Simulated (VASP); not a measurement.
An input for Quantum ESPRESSO's pw.x (written as the equivalent of a VASP run, and not itself run):

```
&CONTROL
  calculation = 'scf'
  pseudo_dir = './pseudo'
  outdir = './out'
  tprnfor = .true.
  tstress = .true.
/
&SYSTEM
  ibrav = 0
  nat = 5
  ntyp = 3
  ecutwfc = 84
  occupations = 'smearing'
  smearing = 'gaussian'
  degauss = 0.003675
  input_dft = 'pbe'
/
&ELECTRONS
  conv_thr = 7.3e-08
  electron_maxstep = 100
/
ATOMIC_SPECIES
  Ba 137.327 Ba.upf
  Sn 118.710 Sn.upf
  O 15.999 O.upf
CELL_PARAMETERS angstrom
     4.1867255    0.0000000    0.0000000
     0.0000000    4.1867255    0.0000000
     0.0000000    0.0000000    4.1867255
ATOMIC_POSITIONS crystal
  Ba   0.0000000  0.0000000  0.0000000
  Sn   0.5000000  0.5000000  0.5000000
  O    0.5000000  0.0000000  0.5000000
  O    0.0000000  0.5000000  0.5000000
  O    0.5000000  0.5000000  0.0000000
K_POINTS automatic
  5 5 5 0 0 0
```

**Question.** Translate this input to VASP (INCAR, KPOINTS, POSCAR, choice of POTCAR).

**Answer.** One answer among several that fit: 
INCAR:
```
SYSTEM = BaSnO3
PREC = Accurate
ENCUT = 500
EDIFF = 1E-6
NELM = 100
ALGO = Normal
LREAL = .FALSE.
LASPH = .TRUE.
ISMEAR = 0
SIGMA = 0.05
GGA = PE
LMAXMIX = 4
LWAVE = .FALSE.
LCHARG = .TRUE.
```

File KPOINTS:
```
kpoints
0
G
  5 5 5
0 0 0
```

POSCAR:
```
BaSnO3
4.1867250
  1.0000001127   0.0000000000   0.0000000000
  0.0000000000   1.0000001127   0.0000000000
  0.0000000000   0.0000000000   1.0000001127
Ba Sn O
1 1 3
Cart
  0.0000000000   0.0000000000   0.0000000000
  0.5000000564   0.5000000564   0.5000000564
  0.5000000564   0.0000000000   0.5000000564
  0.0000000000   0.5000000564   0.5000000564
  0.5000000564   0.5000000564   0.0000000000
```

POTCAR, in this order: Ba_sv Sn_d O (PBE.64 set). Program: vasp_std.

What does not carry over: the potentials are each code's own (VASP's PAW set, PseudoDojo norm-conserving files in pw.x), so ENCUT and ecutwfc are chosen apart and not converted; conv_thr bounds pw.x's estimated SCF error, while EDIFF bounds the energy change between steps.

The compound is BaSnO3 in the cubic perovskite structure. It was relaxed first.
